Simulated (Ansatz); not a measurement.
# Sn4O7: the cost of one run

Method: DFT PBEsol, scalar-relativistic, plane waves, PAW, in Ansatz 0.2.0.

1 further run of the same task is left out (set aside as unsound or not needed). Runs told in other sessions of the task aren't counted.

## (1) The starting structure

The structure is tetragonal, space group P4_2/mnm (No. 136). Conventional cell: a = 4.769 Å, b = 4.769 Å, c = 3.212 Å, α = 90.00°, β = 90.00°, γ = 90.00°. Around Sn (site symmetry mmm) lie 6 O at 2.07 Å. Around O (site symmetry m2m) lie 3 Sn at 2.07 Å.

Structure file:

```cif
data_structure
_symmetry_space_group_name_H-M 'P4_2/mnm'
_symmetry_Int_Tables_number 136
_cell_length_a 4.7690
_cell_length_b 4.7690
_cell_length_c 3.2121
_cell_angle_alpha 90.000
_cell_angle_beta 90.000
_cell_angle_gamma 90.000
_cell_volume 73.05
loop_
_atom_site_label
_atom_site_type_symbol
_atom_site_symmetry_multiplicity
_atom_site_Wyckoff_symbol
_atom_site_fract_x
_atom_site_fract_y
_atom_site_fract_z
_atom_site_occupancy
Sn1 Sn 2 a 0.00000 0.00000 0.00000 1
O1 O 4 f 0.30628 0.30628 0.00000 1
```

This cell was relaxed beforehand with the same method: volume 12.18 Å³/atom, gap on the mesh 0.92 eV.

The bulk reference comes from a run made before at the same settings: -2357.1780 eV/atom.

## (2) Cutting the (110) slab

Miller indices refer to the conventional cell of the relaxed bulk, P4_2/mnm (No. 136): a = 4.769 Å, b = 4.769 Å, c = 3.212 Å, α = 90.00°, β = 90.00°, γ = 90.00°.

Cut from the relaxed bulk: a (110) slab, 10.1 Å thick as cut, with 15 Å of vacuum; its outer planes are SnO (top) and SnO (bottom).

The slab as cut. Layers, bottom to top:

| plane | atoms per cell | height over the lowest (Å) |
| --- | --- | --- |
| 1 | Sn2O2 | 0.00 |
| 2 | O | 1.31 |
| 3 | O | 2.07 |
| 4 | Sn2O2 | 3.37 |
| 5 | O | 4.68 |
| 6 | O | 5.44 |
| 7 | Sn2O2 | 6.74 |
| 8 | O | 8.05 |
| 9 | O | 8.81 |
| 10 | Sn2O2 | 10.12 |

## (3) Single point on the unrelaxed (110) slab

The cell repeats along c, and a dipole correction in the vacuum removes the field between the copies.

input.yaml

```yaml
crystal:
  lattice:
    - [3.2120684225, 0.0, 0.0]
    - [0.0, 6.7443405568, 0.0]
    - [0.0, 0.0, 25.1165108352]
  atoms:
    - { symbol: Sn, position: [0.0, 0.5, 0.2986083556] }
    - { symbol: Sn, position: [0.5, 0.0, 0.2986083556] }
    - { symbol: O, position: [0.5, 0.306276504, 0.2986083556] }
    - { symbol: O, position: [0.5, 0.693723496, 0.2986083556] }
    - { symbol: O, position: [0.0, 0.0, 0.3506274135] }
    - { symbol: O, position: [0.0, 0.5, 0.380850394] }
    - { symbol: Sn, position: [0.0, 0.0, 0.4328694519] }
    - { symbol: Sn, position: [0.5, 0.5, 0.4328694519] }
    - { symbol: O, position: [0.5, 0.806276504, 0.4328694519] }
    - { symbol: O, position: [0.5, 0.193723496, 0.4328694519] }
    - { symbol: O, position: [0.0, 0.5, 0.4848885098] }
    - { symbol: O, position: [0.0, 0.0, 0.5151114902] }
    - { symbol: Sn, position: [0.0, 0.5, 0.5671305481] }
    - { symbol: Sn, position: [0.5, 0.0, 0.5671305481] }
    - { symbol: O, position: [0.5, 0.306276504, 0.5671305481] }
    - { symbol: O, position: [0.5, 0.693723496, 0.5671305481] }
    - { symbol: O, position: [0.0, 0.0, 0.619149606] }
    - { symbol: O, position: [0.0, 0.5, 0.6493725865] }
    - { symbol: Sn, position: [0.0, 0.0, 0.7013916444] }
    - { symbol: Sn, position: [0.5, 0.5, 0.7013916444] }
    - { symbol: O, position: [0.5, 0.806276504, 0.7013916444] }
    - { symbol: O, position: [0.5, 0.193723496, 0.7013916444] }
basis:
  ecutwfc: 420
kpoints:
  mp_grid: { grid: [8, 4, 1] }
hamiltonian:
  xc: pbesol
scf:
  occupations: { method: gaussian, width: 0.05 }
output:
  forces: true
  stress: true
  eigenvalues: true
  write_density: true
  write_potential: true
  elf: true
  volumetric_format: npy
efield:
  axis: 3
  dipole_correction: true
  ramp_width: 0.04
```

On the command line:

```
> ansatz run input.yaml --threads 2 --pin off --max-ram 5120MiB --backend cpu --events-out ev --progress --plain --runs-dir out
```

**Question.** How long does this run take on 2 threads of AMD EPYC 9R45 (Zen 5), shared host, and how much memory does it need?

About 24 s, with a peak of 1.5 GiB.
